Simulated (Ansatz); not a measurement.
Method: Ansatz, DFT PBE, scalar-relativistic, plane waves, PAW. Settings: cutoff 420 eV, Γ-centred meshes spaced at most about 0.3 Å⁻¹ (2π included), Gaussian smearing. No spin polarisation in the final relaxations.

These are static total energies at zero pressure. All come from trial cells, and lower structures may exist.

Question: These unrelaxed guesses for C are each relaxed within their symmetry. Order them by the energy at which they end, lowest first.
1.

```
C
1.0
     3.37220   -4.27856    0.00000
     3.37220    4.27856    0.00000
     0.00000    0.00000    2.51902
C
12
Direct
  0.24691 0.34321 0.75000
  0.34321 0.24691 0.25000
  0.58288 0.00475 0.75000
  0.72613 0.27387 0.75000
  0.37869 0.62131 0.75000
  0.27387 0.72613 0.25000
  0.41712 0.99525 0.25000
  0.62131 0.37869 0.25000
  0.75309 0.65679 0.25000
  0.00475 0.58288 0.25000
  0.99525 0.41712 0.75000
  0.65679 0.75309 0.75000
```

2.

```
C
1.0
     3.49846    0.00000    0.00000
    -1.74923    3.02975    0.00000
     0.00000    0.00000    3.31208
C
6
Direct
  0.23404 0.46808 0.25000
  0.53192 0.76596 0.58333
  0.23404 0.76596 0.91667
  0.76596 0.53192 0.75000
  0.46808 0.23404 0.08333
  0.76596 0.23404 0.41667
```

Answer: 2 (ends in P6_122, 0 meV/atom), 1 (ends in Cmcm, 193 meV/atom).

Cells relaxed within their symmetry can be saddle points. The part of the Crystallography Open Database at hand lists C in space groups No. 58, 69, 71, 141, 166 and others; no cell shown has one of them. Some candidate types were left out of the draw beforehand, so a known form may be missing.
